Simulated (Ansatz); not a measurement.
**Ni: all-electron results**

```
Ni
1.0
     2.48524    0.00000    0.00000
    -1.24262    2.15228    0.00000
     0.00000    0.00000    4.08516
Ni
2
Cartesian
  0.0000 1.4349 1.0213
  1.2426 0.7174 3.0639
```

Atoms are numbered in the order listed.

The conventional cell has a = 2.485 Å, b = 2.485 Å, c = 4.085 Å, α = 90.00°, β = 90.00°, γ = 120.00°. Ni (atom 1) is surrounded by 12 Ni at 2.49 to 2.50 Å.

The structure comes from a relaxation in the same program, started in the hcp type, and has space group P6_3/mmc. Whether it is a known phase or the ground state wasn't checked.

Other magnetic orders may lie lower; this is the state that the run reached.

Methods: DFT, PBE, all-electron LAPW, scalar-relativistic (Ansatz 0.2.0); DFT, PBE, all-electron PAW with datasets made for the crystal, scalar-relativistic (Ansatz 0.2.0).

For LAPW: a Γ-centred 15×15×8 k mesh, Fermi–Dirac smearing of 0.05 eV, basis error target 1 meV/atom, spin-polarised from start moments Ni1 1.5, Ni2 1.5 μB. The crystal-made all-electron datasets (AE datasets) take a cutoff of 320 eV at this cell. The Ansatz runs share mesh, smearing and spin set-up. Values come from LAPW unless marked.

```yaml
Moments_in_the_spheres: Ni1 0.68 μB
Band_gap: "none: bands cross the Fermi level, a metal"
Volume_per_atom: 10.93 Å³
Pressure_at_this_cell: -0.1 kbar
```

Question: Give the computed value. Moment of the cell.

Answer: 1.31 μB.

Question: Give the computed value. Contact hyperfine fields (crystal-made datasets).

Answer: Ni1 -9.6 T, core polarisation included, positive along the moment of the spin-up electrons.

Question: Give the computed value. Density of states at the Fermi level (0.2 eV bin).

Answer: 4.51 states/eV per cell.
